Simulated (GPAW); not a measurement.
Crystal: Ru.

```
CELL_PARAMETERS angstrom
2.70580 0.00000 0.00000
-1.35290 2.34329 0.00000
0.00000 0.00000 4.28190
ATOMIC_POSITIONS crystal
Ru 0.66667 0.33333 0.75000
Ru 0.33333 0.66667 0.25000
```

Program: GPAW 26.7.0. Alike in all runs: task band structure; cell as given; cutoff (eV) 600; smearing fermi-dirac 0.05 eV.

**Question.** Order these runs on this cell by their pressure, lowest first.
A. level LDA; potentials or basis the program's PAW data sets (release 1.2.1) made for this functional, pw; spin off; k mesh 11 × 11 × 6; band points 60
B. level PBEsol; potentials or basis PAW data sets generated in the run's folder for this functional, pw; spin SOC, no magnetisation; k mesh 8 × 8 × 5; band points 100; spin axis theta (degrees) 0; spin axis phi (degrees) 0; soc after scf second variation
C. level RPBE; potentials or basis the program's PAW data sets (release 1.2.1) made for this functional, pw; spin off; k mesh 11 × 11 × 6; band points 60
D. level PBE; potentials or basis GPAW PAW data sets (gpaw-data 1.2.1), pw; spin off; k mesh 11 × 11 × 6; band points 60

**Answer.** A (-13.8 GPa), B (-7.5 GPa), D (3.7 GPa), C (8.6 GPa).

Caveats: spin-orbit coupling was added after a scalar SCF, so levels and gaps hold it while energy, forces, pressure and moments don't (some runs).
